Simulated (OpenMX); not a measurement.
The system is SnTe.

```
Te Sn
1.0
     0.00000    3.15085    3.15085
     3.15085    0.00000    3.15085
     3.15085    3.15085    0.00000
Te Sn
1 1
Direct
  0.50000 0.50000 0.50000
  0.00000 0.00000 0.00000
```

Base run:

| Quantity | Value |
| --- | --- |
| Program | OpenMX 3.8.5 |
| Functional | PBE |
| Potentials or basis | OpenMX 2013 PBE set, Te7.0-s3p2d2f1, Sn7.0-s3p2d2, grid cutoff 500 Ry |
| k mesh | 7 × 7 × 7 |
| Occupations | fermi-dirac, width 0.05 eV |
| Spin | no spin polarisation |

Its results: pressure 3.8 GPa.

Q: After a change of settings the same cell gave: pressure -0.7 GPa. Which change was it?
A. potentials or basis from OpenMX 2013 PBE set, Te7.0-s3p2d2f1, Sn7.0-s3p2d2, grid cutoff 500 Ry to OpenMX 2013 PBE set, Te7.0-s3p3d2f1, Sn7.0-s3p2d2f1, grid cutoff 500 Ry
B. potentials or basis from OpenMX 2013 PBE set, Te7.0-s3p2d2f1, Sn7.0-s3p2d2, grid cutoff 500 Ry to OpenMX 2013 PBE set, Te7.0-s3p2d2, Sn7.0-s3p2d1, grid cutoff 500 Ry
C. potentials or basis from OpenMX 2013 PBE set, Te7.0-s3p2d2f1, Sn7.0-s3p2d2, grid cutoff 500 Ry to OpenMX 2013 PBE set, Te7.0-s3p2d2f1, Sn7.0-s3p2d2, grid cutoff 700 Ry; k mesh from 7 × 7 × 7 to 5 × 5 × 5

A: A.

Caveats: the basis of atomic orbitals isn't converged, which shifts pressures, moduli and gaps.
